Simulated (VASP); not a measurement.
CdSe:

```
Cd Se
1.0
     0.00000    3.07027    3.07027
     3.07027    0.00000    3.07027
     3.07027    3.07027    0.00000
Cd Se
1 1
Direct
  0.00000 0.00000 0.00000
  0.75000 0.75000 0.75000
```

Measurements of this composition are mostly on another form, of space group No. 186.

| Item | Value |
| --- | --- |
| Program | VASP 6.6.1 |
| Task | relaxation of cell and atoms |
| Functional | PBEsol |
| Potentials or basis | VASP PAW PBE potentials, release 64 (Cd, Se) |
| Cutoff | 600 eV |
| k mesh | 8 × 8 × 8 |
| Occupations | gaussian, width 0.03 eV |
| Spin | no spin polarisation |

At the start: pressure -1.1 GPa; volume 28.94 Å³/atom.

**Question.** Where does the relaxation end?

**Answer.** Over 3 steps the energy falls by 2.5 meV/atom and the volume is 28.27 Å³/atom (-2.3 %); space group F-43m (No. 216, to 0.05 Å).

Step by step:
| step | energy change (eV) | largest force (eV/Å) | pressure (GPa) | volume (Å³) |
| --- | --- | --- | --- | --- |
| 1 | 0.0000 | 0.0000 | -1.15 | 57.88 |
| 2 | -0.0045 | 0.0000 | 0.33 | 56.16 |
| 3 | -0.0049 | 0.0000 | 0.02 | 56.53 |

Final structure:
```yaml
crystal:
  lattice:
    - [0.00000, 3.04621, 3.04621]
    - [3.04621, 0.00000, 3.04621]
    - [3.04621, 3.04621, 0.00000]
  atoms:
    - { symbol: Cd, position: [0.00000, 0.00000, 0.00000] }
    - { symbol: Se, position: [0.75000, 0.75000, 0.75000] }
```

Caveat: the PAW data sets were made with another functional, which shifts forces and pressure a little.
